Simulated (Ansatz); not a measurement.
Comparing deformations in BN

Computed with Ansatz, DFT PBEsol, scalar-relativistic, plane waves, PAW. Settings: plane waves to 420 eV, k-mesh 12×12×4 (Γ-centred), Gaussian smearing 0.05 eV. No spin polarisation. Energies are free energies at this smearing, counted from the undisturbed cell; pressure is positive in compression.

The starting cell (as given, not relaxed at this level; it stands at 0.4 GPa):

```yaml
crystal:
  lattice:
    - [2.50399, 0.00000, 0.00000]
    - [-1.25200, 2.16852, 0.00000]
    - [0.00000, 0.00000, 6.66120]
  atoms:
    - { symbol: B, position: [0.33333, 0.66667, 0.25000] }
    - { symbol: B, position: [0.66667, 0.33333, 0.75000] }
    - { symbol: N, position: [0.33333, 0.66667, 0.75000] }
    - { symbol: N, position: [0.66667, 0.33333, 0.25000] }
```

The cell holds layers and no dispersion correction was added, so their binding is poorly described.

The cell is strained by ε times a Voigt pattern (xx, yy, zz, yz, xz, xy; engineering shear) with fractional coordinates fixed. τ = (1/V0) dE/dε comes from the stress tensor. Of each scan, only the three points used here are listed.

| pattern | ε | τ (GPa) |
| --- | --- | --- |
| (1, -1, 0, 0, 0, 0) | -0.0100 | -14.86 |
| (1, -1, 0, 0, 0, 0) | 0.0000 | 0.00 |
| (1, -1, 0, 0, 0, 0) | 0.0100 | 14.89 |
| (1, 1, 0, 0, 0, 0) | -0.0250 | -59.91 |
| (1, 1, 0, 0, 0, 0) | 0.0000 | -0.46 |
| (1, 1, 0, 0, 0, 0) | 0.0250 | 48.56 |
| (0, 0, 1, 0, 0, 0) | -0.0250 | -1.501 |
| (0, 0, 1, 0, 0, 0) | 0.0000 | -0.836 |
| (0, 0, 1, 0, 0, 0) | 0.0250 | -0.375 |

**Question.** Which constants do the scans give, and which deformation costs least for the same size of strain tensor?

**Answer.** The slope dτ/dε at zero (parabola through three points) is pᵀCp: (1, -1, 0, 0, 0, 0) gives C11 + C22 − 2 C12 = 1487 GPa; (1, 1, 0, 0, 0, 0) gives C11 + C22 + 2 C12 = 2169 GPa; (0, 0, 1, 0, 0, 0) gives C33 = 22.5 GPa. The size of the strain tensor, ε:ε, is ε² times 2.0, 2.0, 1.0. Per unit of it the stiffnesses are 744, 1085, 22.5 GPa, so (0, 0, 1, 0, 0, 0) is the softest of these: at ε:ε = (1 %)² the quadratic term costs 0.06 meV/atom against 3.06 for the stiffest. These are clamped-ion values. The starting stress shifts them by about its own size.

Forces appear on the atoms along this scan, and letting them relax would lower the energy and soften the response.